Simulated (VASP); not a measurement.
Input of a VASP 6.6.1 run:

Contents of INCAR:

```
SYSTEM = ZrS2
ALGO     = Fast           ! electronic algorithm
DIPOL    = 0.5 0.5 0.500
EDIFF    = 1E-6           ! SCF threshold, eV
ENCUT    = 520            ! plane-wave cutoff, eV
GGA      = PE             ! functional
IDIPOL   = 3            
ISIF     = 2              ! what is computed and relaxed
ISMEAR   = 0              ! smearing method
IVDW     = 12             ! dispersion correction
KPAR     = 2            
LASPH    = .TRUE.         ! aspherical terms in the spheres
LCHARG   = .FALSE.        ! write CHGCAR
LDIPOL   = .TRUE.       
LMAXMIX  = 4              ! l up to which the mixer works
LREAL    = .FALSE.        ! projectors in reciprocal space
LVACPOTAV= .TRUE.       
LVHAR    = .TRUE.       
LWAVE    = .FALSE.        ! write WAVECAR
NBANDS   = 33             ! bands
NELM     = 80             ! most SCF steps
PREC     = Accurate       ! precision mode
SIGMA    = 0.03           ! smearing width, eV
```

Contents of KPOINTS:

```
k-points
0
G
  9 9 1
  0 0 0
```

The input POSCAR:

```
ZrS2                                    
1.0
    3.6403333320     -0.0000000001      0.0000000000
   -1.8201666612      3.1526211406      0.0000000000
    0.0000000000      0.0000000000     26.9155419100
  S               Zr            
     4     2
Direct
     0.6666666699999979    0.3333333400000029    0.3388094538365256
     0.3333333300000021    0.6666666599999971    0.4473772933775485
     0.6666666699999979    0.3333333400000029    0.5526227066224515
     0.3333333300000021    0.6666666599999971    0.6611905461634744
     1.0000000000000000    1.0000000000000000    0.3931476996580518
     1.0000000000000000    1.0000000000000000    0.6068523003419481
```

File KPOINTS_OPT:

```
explicit points
67
Reciprocal
 0.0000000000  0.0000000000  0.0000000000 1
 0.0357142900  0.0000000000  0.0000000000 1
 0.0714285700  0.0000000000  0.0000000000 1
 0.1071428600  0.0000000000  0.0000000000 1
 0.1428571400  0.0000000000  0.0000000000 1
 0.1785714300  0.0000000000  0.0000000000 1
 0.2142857100  0.0000000000  0.0000000000 1
 0.2500000000  0.0000000000  0.0000000000 1
 0.2857142900  0.0000000000  0.0000000000 1
 0.3214285700  0.0000000000  0.0000000000 1
 0.3571428600  0.0000000000  0.0000000000 1
 0.3928571400  0.0000000000  0.0000000000 1
 0.4285714300  0.0000000000  0.0000000000 1
 0.4642857100  0.0000000000  0.0000000000 1
 0.5000000000  0.0000000000  0.0000000000 1
 0.4791666700  0.0416666700  0.0000000000 1
 0.4583333300  0.0833333300  0.0000000000 1
 0.4375000000  0.1250000000  0.0000000000 1
 0.4166666700  0.1666666700  0.0000000000 1
 0.3958333300  0.2083333300  0.0000000000 1
 0.3750000000  0.2500000000  0.0000000000 1
 0.3541666700  0.2916666700  0.0000000000 1
 0.3333333300  0.3333333300  0.0000000000 1
 0.3137254900  0.3137254900  0.0000000000 1
 0.2941176500  0.2941176500  0.0000000000 1
 0.2745098000  0.2745098000  0.0000000000 1
 0.2549019600  0.2549019600  0.0000000000 1
 0.2352941200  0.2352941200  0.0000000000 1
 0.2156862700  0.2156862700  0.0000000000 1
 0.1960784300  0.1960784300  0.0000000000 1
 0.1764705900  0.1764705900  0.0000000000 1
 0.1568627500  0.1568627500  0.0000000000 1
 0.1372549000  0.1372549000  0.0000000000 1
 0.1176470600  0.1176470600  0.0000000000 1
 0.0980392200  0.0980392200  0.0000000000 1
 0.0784313700  0.0784313700  0.0000000000 1
 0.0588235300  0.0588235300  0.0000000000 1
 0.0392156900  0.0392156900  0.0000000000 1
 0.0196078400  0.0196078400  0.0000000000 1
 0.0000000000  0.0000000000  0.0000000000 1
 0.0000000000  0.0000000000  0.0000000000 1
 0.0070500200 -0.0035250100  0.0000000000 1
-0.0070500200  0.0035250100  0.0000000000 1
 0.0205625600 -0.0102812800  0.0000000000 1
-0.0205625600  0.0102812800  0.0000000000 1
 0.0000000000  0.0061055000  0.0000000000 1
-0.0000000000 -0.0061055000  0.0000000000 1
 0.0000000000  0.0178077000  0.0000000000 1
-0.0000000000 -0.0178077000  0.0000000000 1
 0.5000000000  0.0000000000  0.0000000000 1
 0.5070500200 -0.0035250100  0.0000000000 1
 0.4929499800  0.0035250100  0.0000000000 1
 0.5205625600 -0.0102812800  0.0000000000 1
 0.4794374400  0.0102812800  0.0000000000 1
 0.5000000000  0.0061055000  0.0000000000 1
 0.5000000000 -0.0061055000  0.0000000000 1
 0.5000000000  0.0178077000  0.0000000000 1
 0.5000000000 -0.0178077000  0.0000000000 1
 0.3333333300  0.3333333300  0.0000000000 1
 0.3403833500  0.3298083200  0.0000000000 1
 0.3262833100  0.3368583400  0.0000000000 1
 0.3538958900  0.3230520500  0.0000000000 1
 0.3127707700  0.3436146100  0.0000000000 1
 0.3333333300  0.3394388300  0.0000000000 1
 0.3333333300  0.3272278300  0.0000000000 1
 0.3333333300  0.3511410300  0.0000000000 1
 0.3333333300  0.3155256300  0.0000000000 1
```

Potentials or basis: VASP PAW PBE potentials, release 64 (S, Zr_sv).

Launch:

```bash
$ cat potpaw_PBE.64/S/POTCAR potpaw_PBE.64/Zr_sv/POTCAR > POTCAR
$ mpirun -np 2 vasp_std > vasp.out
```

Task: Predict the largest force.

Result: 0.003 eV/Å.

Task: Estimate the dispersion energy per atom.

Result: -0.301 eV.

Forces in eV/Å, atoms in the order of the input:
```
S    0.000  0.000  0.000
S    0.000  0.000  0.003
S    0.000  0.000 -0.003
S    0.000  0.000  0.000
Zr   0.000  0.000  0.002
Zr   0.000  0.000 -0.002
```
